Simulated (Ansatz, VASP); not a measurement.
# One calculation of BaZrO3, two programs

```
Ba Zr O
1.0
     4.12638    0.00000    0.00000
     0.00000    4.12638    0.00000
     0.00000    0.00000    4.12638
Ba Zr O
1 1 3
Direct
  0.00000 0.00000 0.00000
  0.50000 0.50000 0.50000
  0.00000 0.50000 0.50000
  0.50000 0.00000 0.50000
  0.50000 0.50000 0.00000
```

Alike in both runs: functional PBEsol; k mesh 4 × 4 × 4; no spin polarisation.

Ansatz relaxed the structure, and its values are those at the end. VASP's run is a single point on that final structure, the one shown.

```csv
,VASP,Ansatz
version,VASP 6.6.1,Ansatz 0.2.0
potentials or method,"VASP PAW PBE potentials, release 64 (Ba_sv, Zr_sv, O)","PAW with Ansatz's default frozen-core files, scalar-relativistic"
plane-wave cutoff (eV),520,420
occupations,"gaussian, width 0.01 eV",fixed
valence electrons in the cell,40,40
```

```csv
,VASP,Ansatz,Ansatz less VASP
pressure (GPa),8.4,7.0,-1.39
```

Caveats: the PAW data sets were made with another functional, which shifts forces and pressure a little (VASP). A k mesh can miss the band edges.
